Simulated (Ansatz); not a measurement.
Runs of Ansatz 0.2.0 on Ta2C. The structure is trigonal, space group P-3m1 (No. 164). Conventional cell: a = 3.106 Å, b = 3.106 Å, c = 4.946 Å, α = 90.00°, β = 90.00°, γ = 120.00°. Ta (site symmetry 3m) has 3 C at 2.18 Å as nearest neighbours. C (site symmetry -3m) is surrounded by 6 Ta at 2.18 Å. 

```csv
level,gap on the mesh (eV),pressure (GPa),relaxed volume (Å³/atom)
PBEsol+D4,none,0.0,(a)
PBEsol+D3(BJ)-ATM,none,0.0,13.36
PBEsol+D3(BJ),none,0.0,13.30
PBEsol,none,0.0,13.61
```

Alike in all rows: task relaxation of cell and atoms; potentials or basis Ansatz PAW; no spin polarisation; cell relaxed; k mesh 10 × 10 × 6; cutoff (eV) 420; smearing fermi-dirac 0.05 eV.

**Question.** Estimate the missing entries.

**Answer.** (a) 13.52.

Caveats: the plane-wave basis is chosen anew once the cell has moved, so the energies of steps on either side of that aren't comparable; the PAW data sets come from PBE, with cores solved anew for the run's functional, which leaves a small shift of forces and pressure; pairwise dispersion overbinds metals, which lowers pressure and volume (some runs).

A k mesh can miss the band edges, and the runs leave out spin-orbit coupling on Ta.

A gap of «none» marks a metal or a gap under the smearing width.
